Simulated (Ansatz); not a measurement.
Bicrystals of relaxed bulk Al (Fm-3m, 16.50 Å³/atom, gap on the mesh 0.00 eV): one grain is mirrored in the boundary plane and shifted (fractions of the plane's cell), where said the two species change places in it, close atoms are joined, tilt boundaries are opened by 0.15 Å, then atoms and the cell's height are relaxed. Energies are the mean of the cell's two boundaries over the bulk on a matched mesh; other shifts may lie lower.

Computed with DFT PBE, scalar-relativistic, plane waves, PAW in Ansatz 0.2.0.

Cutoff 420 eV; k points 12×12×2 on the computed 12-atom cell (Γ-centred); Gaussian smearing, width 0.10 eV; no spin polarisation.

Start (Σ3 (111), mirror on a plane, shift [0, 0]):

```xyz
12
Lattice="2.8577 0.0000 0.0000 -1.4289 2.4749 0.0000 0.0000 0.0000 28.0000" Properties=species:S:1:pos:R:3 pbc="T T T"
Al    0.0000    0.0000    0.0000
Al    0.0000    1.6499    2.3333
Al    1.4289    0.8250    4.6667
Al    0.0000    0.0000    7.0000
Al    0.0000    1.6499    9.3333
Al    1.4289    0.8250   11.6667
Al    0.0000    1.6499   25.6667
Al    1.4289    0.8250   23.3334
Al    0.0000    0.0000   21.0000
Al    0.0000    1.6499   18.6667
Al    1.4289    0.8250   16.3334
Al    0.0000    0.0000   14.0000
```

Q: Relax it.

A: The free energy falls by 0 meV/atom.

```
boundary energy (mJ/m²)                  : 61
boundary energy on a denser mesh (mJ/m²) : 63
excess width (Å)                         : -0.05
gap on the mesh (eV)                     : 0
denser mesh                              : 21×21×4
```

Relaxed structure:
```yaml
crystal:
  lattice:
    - [2.85774, 0.00000, 0.00000]
    - [-1.42887, 2.47488, 0.00000]
    - [0.00000, 0.00000, 27.89828]
  atoms:
    - { symbol: Al, position: [0.00000, 0.00000, 0.00000] }
    - { symbol: Al, position: [0.33333, 0.66667, 0.08401] }
    - { symbol: Al, position: [0.66667, 0.33333, 0.16694] }
    - { symbol: Al, position: [0.00000, 0.00000, 0.25000] }
    - { symbol: Al, position: [0.33333, 0.66667, 0.33306] }
    - { symbol: Al, position: [0.66667, 0.33333, 0.41599] }
    - { symbol: Al, position: [0.33333, 0.66667, 0.91599] }
    - { symbol: Al, position: [0.66667, 0.33333, 0.83306] }
    - { symbol: Al, position: [0.00000, 0.00000, 0.75000] }
    - { symbol: Al, position: [0.33333, 0.66667, 0.66694] }
    - { symbol: Al, position: [0.66667, 0.33333, 0.58401] }
    - { symbol: Al, position: [0.00000, 0.00000, 0.50000] }
```

Small energy differences in metals hang on the k mesh (about 10 mJ/m² or 1 to 2 meV/atom on the mesh of the relaxation).

Time: 30 s on 2 threads of Arm Neoverse V1, with other jobs on the host, peak memory 0.54 GiB.